The row at 650 cm⁻¹ looks wrong. It holds 8.0% of the vibrations of boron arsenide, while its neighbours at 610 and 690 hold 12.2% and 14.2%. The dip is real: of the three branches in this range, two come to this frequency with only about a quarter of their waves, and the third stays above it. To see that, it helps to know first why BAs has two separate blocks of frequencies at all.

Phonon density of states of BAs (space group F-43m), computed with Ansatz 0.2.0 using PBE, PAW and plane waves up to 420 eV on a 12×12×12 k mesh. Force constants from linear response on a 4×4×4 q mesh were interpolated, with the LO-TO term but no quadrupole term. Shares are percentages of all modes in bins 20 cm⁻¹ wide; every second bin is shown.

| bin centre (cm^-1) | phonon mode share (%) |
| --- | --- |
| 10 | 0.010 |
| 50 | 0.190 |
| 90 | 0.750 |
| 130 | 2.810 |
| 170 | 6.340 |
| 210 | 5.550 |
| 250 | 3.330 |
| 290 | 3.800 |
| 330 | 0.000 |
| 370 | 0.000 |
| 410 | 0.000 |
| 450 | 0.000 |
| 490 | 0.000 |
| 530 | 0.000 |
| 570 | 0.000 |
| 610 | 12.160 |
| 650 | 7.990 |
| 690 | 14.230 |

The phonon mode share is the percentage of all vibrational modes that fall in a window 20 cm⁻¹ wide around the bin centre. The centres stand 40 cm⁻¹ apart, so a sharp peak can lie between two rows. Where that matters, the windows in between are quoted here from the same calculation.

**Why there are two blocks**

The repeating unit has two atoms, and each can move in three directions. That gives six branches of vibrations: three acoustic ones, in which neighbouring atoms move together when the wave is long, and three optical ones, in which they move against each other. Added over all windows, exactly half of the modes lie below the empty region and half above it. The empty rows from 330 to 570 are therefore a true gap between the acoustic and the optical branches.

The gap comes from the masses. Arsenic is about seven times as heavy as boron, yet both atoms are held by the same bonds, four to each atom. The same stiffness moves a light atom fast and a heavy one slowly. The lower block is thus mainly arsenic motion and the upper one mainly boron motion.

A simple model puts numbers on this. Let one atom vibrate while its neighbours stand still, held by a total stiffness K that is the same for B and As if only nearest neighbours exert forces. In the optical mode of infinite wavelength, all B atoms move against all As atoms. Its frequency, 677 cm⁻¹ in this calculation, fixes K. With masses of 10.8 and 74.9, the two atoms alone would vibrate at

As: 677 × √(10.8/(10.8 + 74.9)) ≈ 240 cm⁻¹

B: 677 × √(74.9/(10.8 + 74.9)) ≈ 633 cm⁻¹

The root mean square frequencies of the two blocks are 212 and 650 cm⁻¹. The estimate is thus 14% too high for the lower block and 3% too low for the upper one, relative to the calculated values. These signs are what theory leads one to expect. Once the neighbours may move too, the two motions couple, and coupled oscillators push each other's frequencies apart. The agreement for the upper block is the weaker test, because the 677 cm⁻¹ mode belongs to that block. The printed output after this text holds the comparison.

The closeness to the middles of the blocks should not be over-read. With forces between nearest neighbours only, this coupling can only push the lower modes down and the upper modes up. Theory then makes 240 and 633 the edges of the gap, about 390 cm⁻¹ apart. The calculated gap is about 288 cm⁻¹ wide: the acoustic branches reach 312 and the optical ones come down to about 600. The masses explain why there is a gap, but its width also depends on forces between more distant atoms, which narrow it here.

**Why the blocks are uneven**

Waves fill the space of wave vectors evenly, so the number of waves up to a given wave vector grows with its cube. Half-way out from the centre, only about an eighth of them have been counted. Most vibrations therefore have short wavelengths, and a frequency that only long waves reach gets a small share.

This explains the slow start. For long waves the acoustic frequency is proportional to the wave vector, so the share should grow as the square of the frequency. With the slopes of the branches along one crystal direction, this law gives 0.16% at 50 cm⁻¹, where the table has 0.19%. At 130 it gives 1.1% against 2.8%, mainly because the branches have begun to bend over and more waves crowd into each window. All rows come from an interpolation that leaves out a quadrupole term. Those up to 90 lie below every nonzero frequency that was computed directly, so their small shares deserve the least trust.

Where a branch runs flat, the crowding becomes a peak. The lowest acoustic branch stays near 190 cm⁻¹ over a stretch of short waves, and the window there holds 8.1%, more than the rows at 170 and 210 on its flanks. The highest acoustic branch gathers many of its waves near 270, where the share is 7.2%. The row at 250 falls between these two peaks, and the row at 290 is the far side of the second.

The row at 650 is low because two of the optical branches lie between about 600 and 640 cm⁻¹ for most of their waves. They climb to 677 only as the waves become long. Long waves alone could not fill the row, though. It holds about a quarter of what two full branches can contribute, while only an eighth of the waves lie within half-way of the centre. The rest are shorter waves, many of them towards the zone-boundary points L, where the two branches stay at 650. Of the 64 wave vectors for which the forces were computed, 12 put the two branches in this window: the four points L and the eight points half-way to them. The window at 670, which the two branches reach only for long waves, holds just 2.9%, and part of that belongs to the third branch.

The third optical branch stays high. The row at 690 alone holds 85% of what one full branch can contribute, which makes it the tallest in the table. Here too the simple model fails: with forces between nearest neighbours only, this branch would drop to 633 cm⁻¹ at the zone-boundary point X, but the calculation has 713. Forces between more distant atoms must therefore play a part.

**What to do with it**

BAs is of interest for carrying heat away from power transistors, and the gap bears on that use. Acoustic waves carry most of the heat, and one way to lose them is for two to merge into an optical one. Energy must be conserved, and two acoustic phonons reach at most about 624 cm⁻¹. At least 52% of the optical modes lie above 640 and are out of reach. PBE tends to make bonds somewhat too soft, but an error that scales all frequencies alike leaves this comparison unchanged.

When screening materials for heat spreading, compare twice the highest acoustic frequency with the range of the optical block. The channel closes fully when the gap is wider than the acoustic block is high, and BAs falls just short of that. This shows only which processes energy conservation rules out. Crystal momentum must be conserved as well, which can remove more of them, and the conductivity also depends on how strong the remaining ones are, and on defects.

The masses give a first guess for a related crystal. The two single-atom frequencies stand in the ratio of the square root of the mass ratio, about 2.6 here. In boron phosphide the partner of boron is lighter, so the lower block should lie higher and the gap be narrower. Silicon, with the same network and equal masses, is the limit: its acoustic and optical branches meet, and there is no gap.

Numerical output:

```
Printed rows below the gap, sum in %: 22.78
Printed rows above the gap, sum in %: 34.38
All bins below the gap, sum in %: 50
All bins above the gap, sum in %: 50
Omitted bin 190, share in %: 8.127
Omitted bin 230, share in %: 4.248
Omitted bin 270, share in %: 7.193
Omitted bin 630, share in %: 11.51
Omitted bin 670, share in %: 2.923
Mass ratio As to B: 6.931
Cage frequency of As, cm^-1: 240.5
Root mean square frequency of the lower block, cm^-1: 211.5
Cage frequency of B, cm^-1: 633.2
Root mean square frequency of the upper block, cm^-1: 650.2
Sum of squared frequencies at X above that at Gamma, %: 3.41
Sum of squared frequencies at L above that at Gamma, %: 4.884
Gap between listed acoustic top and optical bottom, cm^-1: 287.6
LO-TO splitting at Gamma, cm^-1: 2.8
Twice the listed acoustic top, cm^-1: 624.4
Part of the upper block above 640 cm^-1, %: 52.46
Row 690 as part of one full branch, %: 85.38
Long-wave law for row 50, share in %: 0.1617
Long-wave law for row 90, share in %: 0.5191
Long-wave law for row 130, share in %: 1.081
```
